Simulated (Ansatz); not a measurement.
TiSi₂: what symmetry allows forces and stress to be

```yaml
crystal:
  lattice:
    - [-1.47287, 1.71213, 4.21208]
    - [1.47287, -1.71213, 4.21208]
    - [1.47287, 1.71213, -4.21208]
  atoms:
    - { symbol: Ti, position: [0.00000, 0.00000, 0.00000] }
    - { symbol: Si, position: [0.34306, 0.32992, 0.01314] }
    - { symbol: Si, position: [0.67008, 0.67008, 0.00000] }
```

Theory: DFT PBE, scalar-relativistic, plane waves, PAW (Ansatz).

Plane waves to 420 eV, a k mesh through Γ of 16×16×16 on the computed 3-atom cell and Gaussian smearing (0.10 eV); no spin polarisation.

This distorted cell has space group Cm, with 2 operations.

**Question.** Without a calculation: in which directions can each atom feel a force?

**Answer.** A force must be left unchanged by every operation that keeps its atom in place, so it lies in the space that those operations leave fixed. Atoms that the group maps onto each other feel forces of one size.
```csv
atom,site symmetry,operations at the site,equivalent to atom,allowed force (Cartesian)
Ti1,m,2,1,"in the plane normal to (1.00, 0.00, 0.00)"
Si2,m,2,2,"in the plane normal to (1.00, 0.00, 0.00)"
Si3,m,2,3,"in the plane normal to (1.00, 0.00, 0.00)"
```

That leaves 6 independent force components of 9, tied by 2 conditions that the forces sum to zero, so 4 remain. A relaxation in this cell that keeps the symmetry moves the atoms in these directions alone.

**Question.** And the stress tensor?

**Answer.** It must be invariant under the point group, which leaves 4 independent components: xz, xy vanish.

**Question.** Do the computed values obey this?

**Answer.** Yes. Forces (eV/Å):
```
Ti1  0.000  0.194  0.012
Si2  0.000 -0.288 -0.026
Si3  0.000  0.094  0.013
```

Stress (GPa, compression positive, xx yy zz yz xz xy): 1.30 -0.10 -0.12 0.10 0.00 0.00. The program imposes the same operations on density, forces and stress, so this confirms the analysis and is no independent test of the calculation.

This form isn't the usual stable structure of the compound.